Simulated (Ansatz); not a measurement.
## Sn in Ansatz: the effect of functional

Crystal: Sn.

```
Sn
1.0
    -2.92041    2.92041    1.58857
     2.92041   -2.92041    1.58857
     2.92041    2.92041   -1.58857
Sn
2
Direct
  0.00000 0.00000 0.00000
  0.75000 0.25000 0.50000
```

The cell isn't the ideal one: volume scaled by 0.98.

Alike in all runs:

| Quantity | Value |
| --- | --- |
| Program | Ansatz 0.2.0 |
| Task | single point |
| Potentials or basis | Ansatz PAW |
| k mesh | 9 × 9 × 9 |
| Occupations | fermi-dirac, width 0.05 eV |
| Spin | no spin polarisation |

```csv
functional,cutoff,pressure (GPa)
LDA,420 eV (not typed: the program's choice for these potentials),-1.9
r2SCAN,500 eV (not typed: the program's choice for these potentials),?
PBE,420 eV (not typed: the program's choice for these potentials),2.5
```

Question: What does the run with functional r2SCAN give?

Answer: Pressure 1.0 GPa.

Caveats: the PAW data sets come from PBE, with cores solved anew for the run's functional, which leaves a small shift of forces and pressure (some runs).
